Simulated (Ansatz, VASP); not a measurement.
AlNi: VASP beside Ansatz

```
CELL_PARAMETERS angstrom
2.83249 0.00000 0.00000
0.00000 2.83249 0.00000
0.00000 0.00000 2.83249
ATOMIC_POSITIONS crystal
Al 0.00000 0.00000 0.00000
Ni 0.50000 0.50000 0.50000
```

Alike in both runs: functional LDA; k mesh 16 × 16 × 16; occupations methfessel-paxton of order 1, width 0.1 eV; no spin polarisation.

Ansatz relaxed the structure, and its values are those at the end. VASP's run is a single point on that final structure, the one shown.

```csv
,VASP,Ansatz
version,VASP 6.6.1,Ansatz 0.2.0
potentials or method,"VASP PAW LDA potentials, release 64 (Al, Ni)","scalar-relativistic, plane waves, PAW"
plane-wave cutoff (eV),520,420
valence electrons in the cell,13,21
```

|  | VASP | Ansatz | Ansatz less VASP |
| --- | --- | --- | --- |
| gap on the k mesh at the Fermi level (eV) | none | none | - |
| pressure (GPa) | 0.4 | 0.0 | -0.40 |

A gap of «none» marks a metal or a gap that the smearing closes. The two sets of potentials don't hold the same shells in valence.

Spin polarisation is off, so any magnetic state and its effect on volume and gap are missing.
